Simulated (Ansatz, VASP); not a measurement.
## Two plane-wave programs on Hf2N

```
Hf N
1.0
     5.29726    0.00000    0.00001
     0.00000    5.29636   -0.00001
     0.00000    0.00000    3.22457
Hf N
4 2
Direct
  0.31085 0.28940 0.97813
  0.72110 0.69994 0.97813
  0.81085 0.19994 0.47813
  0.22110 0.78939 0.47813
  0.01597 0.99467 0.97813
  0.51597 0.49467 0.47813
```

Alike in both runs: functional PBEsol; k mesh 4 × 4 × 6; occupations gaussian, width 0.1 eV; no spin polarisation.

Ansatz relaxed the structure, and its values are those at the end. VASP's run is a single point on that final structure, the one shown.

|  | VASP | Ansatz |
| --- | --- | --- |
| version | VASP 6.6.1 | Ansatz 0.2.0 |
| potentials or method | VASP PAW PBE potentials, release 64 (Hf_pv, N) | scalar-relativistic, plane waves, PAW |
| plane-wave cutoff (eV) | 520 | 420 |
| valence electrons in the cell | 50 | 114 |

```tsv
	VASP	Ansatz	Ansatz less VASP
gap on the k mesh at the Fermi level (eV)	none	none	-
pressure (GPa)	-1.0	0.0	+1.00
```

A gap of «none» marks a metal or a gap that the smearing closes. The two sets of potentials don't hold the same shells in valence.

Caveats: the PAW data sets were made with another functional, which shifts forces and pressure a little (VASP). The runs have no spin-orbit coupling, so splittings on Hf are missing.
